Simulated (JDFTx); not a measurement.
Runs of JDFTx 1.7.0 (patched build) on PtSe2 (Sudovikovite). Symmetry: P-3m1, No. 164, trigonal system. Conventional cell: a = 3.724 Å, b = 3.724 Å, c = 5.062 Å, α = 90.00°, β = 90.00°, γ = 120.00°. Around Pt (site symmetry -3m) lie 6 Se at 2.49 Å. Se (site symmetry 3m) has 3 Pt at 2.49 Å as nearest neighbours. 

```tsv
task	level	potentials or basis	U	k mesh	smearing	band ratio of the Davidson solver	local potential set to -Z/r beyond	max SCF steps	SCF threshold on the energy	solver of the electrons	gap on the mesh (eV)	pressure (GPa)	largest force (eV/Å)
single point	LDA	PseudoDojo-SR-LDA-0.4.1-standard with smoothed tails	-	5 × 5 × 3	fermi-dirac 0.05 eV	-	6 bohr	100	1e-09 Ha	scf	none	(b)	0.10
single point	BLYP	PseudoDojo-SR-PBE-0.5-standard with smoothed tails	-	5 × 5 × 3	fermi-dirac 0.05 eV	-	6 bohr	100	1e-09 Ha	scf	none	(c)	0.92
single point	PBE	PseudoDojo-SR-PBE-0.5-standard	-	5 × 5 × 3	fermi-dirac 0.05 eV	-	-	100	1e-09 Ha	scf	none	7.1	0.51
single point	LDA+U	PseudoDojo-SR-LDA-0.4.1-standard with smoothed tails	Pt d U = 6 eV	4 × 4 × 2	fermi-dirac 0.025 eV	-	6 bohr	100	1e-09 Ha	scf	none	-2.4	0.08
single point	PBE	PseudoDojo-SR-PBE-0.5-standard with smoothed tails	-	5 × 5 × 3	fermi-dirac 0.05 eV	-	6 bohr	100	1e-09 Ha	scf	none	7.1	0.51
single point	PBEsol	PseudoDojo-SR-PBEsol-0.4.1-standard with smoothed tails	-	5 × 5 × 3	fermi-dirac 0.05 eV	-	6 bohr	100	1e-09 Ha	scf	none	1.9	(a)
```

Alike in all rows: no spin polarisation; cell as given; cutoff (eV) 1170; the mesh is coarse, so values aren't converged.

**Question.** Estimate the missing entries.

**Answer.** (a) 0.24; (b) -0.7; (c) 14.2.

Caveats: all runs use coarse meshes; the empty levels aren't tightly converged (some runs); the cores' own exchange energy is taken off the total, which shifts forces and pressure where cores overlap (some runs); the potentials were made for another functional, which shifts forces and pressure (some runs); U without spin polarisation on a metal has little footing (some runs).

A k mesh can miss the band edges, and the runs leave out spin-orbit coupling on Pt, Se.

A gap of «none» marks a metal or a gap under the smearing width.

Not every run made on this cell is shown here.
